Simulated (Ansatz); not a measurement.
Method: DFT PBE, scalar-relativistic, plane waves, PAW (Ansatz 0.2.0). Settings: cutoff 420 eV, Γ-centred meshes spaced at most about 0.3 Å⁻¹, and about 0.25 Å⁻¹ or finer for metals (2π included), Gaussian smearing. No spin polarisation.

Temperature and zero-point effects are left out.

Two relaxed structures of Sn5H:

1.

```cif
data_structure
_symmetry_space_group_name_H-M 'R-3m:H'
_symmetry_Int_Tables_number 166
_cell_length_a 3.3841
_cell_length_b 3.3841
_cell_length_c 43.2502
_cell_angle_alpha 90.000
_cell_angle_beta 90.000
_cell_angle_gamma 120.000
_cell_volume 428.94
loop_
_atom_site_label
_atom_site_type_symbol
_atom_site_symmetry_multiplicity
_atom_site_Wyckoff_symbol
_atom_site_fract_x
_atom_site_fract_y
_atom_site_fract_z
_atom_site_occupancy
Sn1 Sn 3 a 0.00000 0.00000 0.00000 1
Sn2 Sn 6 c 0.33333 0.66667 0.26727 1
Sn3 Sn 6 c 0.00000 0.00000 0.20256 1
H1 H 3 b 0.33333 0.66667 0.16667 1
```

2.

```cif
data_structure
_symmetry_space_group_name_H-M 'I4/mmm'
_symmetry_Int_Tables_number 139
_cell_length_a 3.3894
_cell_length_b 3.3894
_cell_length_c 24.9892
_cell_angle_alpha 90.000
_cell_angle_beta 90.000
_cell_angle_gamma 90.000
_cell_volume 287.08
loop_
_atom_site_label
_atom_site_type_symbol
_atom_site_symmetry_multiplicity
_atom_site_Wyckoff_symbol
_atom_site_fract_x
_atom_site_fract_y
_atom_site_fract_z
_atom_site_occupancy
Sn1 Sn 2 a 0.00000 0.00000 0.00000 1
Sn2 Sn 4 e 0.00000 0.00000 0.39681 1
Sn3 Sn 4 e 0.00000 0.00000 0.20178 1
H1 H 2 b 0.50000 0.50000 0.00000 1
```

Question: Which would you expect to be lower, and how large is the difference?

Answer: Cell 2 is lower, by 9 meV/atom. Cell 1 has space group R-3m (No. 166), 23.8 Å³/atom and no gap on its mesh; cell 2 has space group I4/mmm (No. 139), 23.9 Å³/atom and no gap. Counting Sn atoms around H (those within 1.25 times the shortest such distance or 1.15 times the sum of covalent radii, 1.27 where that leaves under three; the shortest distance is added where it exceeds 1.18 times the sum of covalent radii), cell 1 has H 6 from 2.5 Å and cell 2 has H 6. Even the lower one lies +0.22 eV/atom against the reference forms of the elements (uncorrected), so neither is stable at this level. In cell 1, Sn on a site of symmetry -3m is surrounded by 12 Sn at 3.38–3.46 Å; around Sn on a site of symmetry 3m lie 12 Sn at 3.38–3.46 Å; H has 6 Sn at 2.50 Å; 1 more site not described. In cell 2, Sn on a site of symmetry 4/mmm is surrounded by 4 H at 2.40 Å and 12 Sn at 3.39–3.52 Å; Sn on a site of symmetry 4mm is surrounded by 1 H at 2.58 Å and 12 Sn at 3.39–3.52 Å; H has 4 Sn at 2.40 Å and 2 Sn at 2.58 Å; 1 more site not described. Both come from invented guesses. The lowest form computed isn't among them: it has Sn and H ordered on diamond sites, space group P-3m1 (No. 164), 33.4 Å³/atom and lies 144 meV/atom below the best shown.

For metals, differences of a few meV/atom aren't resolved. With hydrogen, zero-point motion can shift such differences by 10 meV/atom or more. Cells relaxed within their symmetry can be saddle points. Some structure types and database cells were kept out of the candidates from the start, so a known form may be missing.
